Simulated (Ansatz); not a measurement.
## Where the states of AgBr lie

```
Ag Br
1.0
     0.00000    2.88605    2.88605
     2.88605    0.00000    2.88605
     2.88605    2.88605    0.00000
Ag Br
1 1
Cartesian
  2.8861 2.8861 2.8861
  0.0000 0.0000 0.0000
```

The cell is COD entry 9011682, as deposited and not checked against the literature; nothing was relaxed.

The calculation used DFT, PBE, all-electron LAPW, scalar-relativistic (Ansatz 0.2.0).

Settings: a Γ-centred 7×7×7 k mesh, Fermi–Dirac smearing of 0.03 eV, basis error target 0.5 meV/atom, no spin polarisation.

States per eV and cell, averaged over 0.6 eV, from -5.2 to 3.6 eV, with energies (bin centres) from the valence-band top; empty bins are left out. The partial columns, the largest 3 alone, are projections on Löwdin-orthogonalised atomic shells (those that the program's projection atoms carry: the occupied ones and, for some elements, an empty d or f shell; other empty shells have no column), summed over atoms of an element. Weights on diffuse s and p shells depend on that basis and aren't pure angular character.

```
E (eV)  total  Ag 4d  Br 4p  Ag 5s
  -5.0   0.38   0.06   0.24   0.07
  -4.4   2.65   0.56   1.74   0.33
  -3.8   4.96   2.39   2.50   0.04
  -3.2   1.97   1.11   0.83   0.01
  -2.6   6.70   6.49   0.18   0.01
  -2.0   4.41   3.34   0.87   0.16
  -1.4   2.50   1.24   1.16   0.05
  -0.8   1.94   0.87   1.00   0.04
  -0.2   1.14   0.48   0.64   0.01
   1.0   0.00   0.00   0.00   0.00
   1.6   0.04   0.00   0.01   0.02
   2.2   0.21   0.00   0.03   0.16
   2.8   0.47   0.00   0.08   0.34
   3.4   0.92   0.01   0.18   0.60
```

Where is the centre of the filled Ag 4d states between -14 eV and the top of the filled states?

-2.52 eV from the valence-band top.
